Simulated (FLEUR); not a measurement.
The system is AlN.

```
Al N
1.0
     0.00000    2.18399    2.18399
     2.18399    0.00000    2.18399
     2.18399    2.18399    0.00000
Al N
1 1
Direct
  0.00000 0.00000 0.00000
  0.25000 0.25000 0.25000
```

Measurements of this composition are mostly on another form, of space group No. 186.

Base run:

| Quantity | Value |
| --- | --- |
| Program | FLEUR MaX-R8.1 (later development tree) |
| Functional | r2SCAN |
| Potentials or basis | all-electron |
| Basis | FLAPW |
| Kmax | 5.54 1/bohr |
| k mesh | 10 × 10 × 10 |
| Occupations | fermi-dirac, width 0.05 eV |
| Spin | no spin polarisation |

Its results: band gap on the k mesh 3.95 eV, indirect (least direct gap 4.89 eV).

The run is repeated on the same cell with these changes: functional from r2SCAN to LDA. What comes out?

Band gap on the k mesh 3.24 eV, indirect (least direct gap 4.23 eV).

r2SCAN gives the wider gap, since meta-GGAs in the generalised Kohn-Sham scheme recover part of the derivative discontinuity.

Caveats: the meta-GGA is that of a development version, with a GGA for the radial functions and cores and without core tails (some runs).
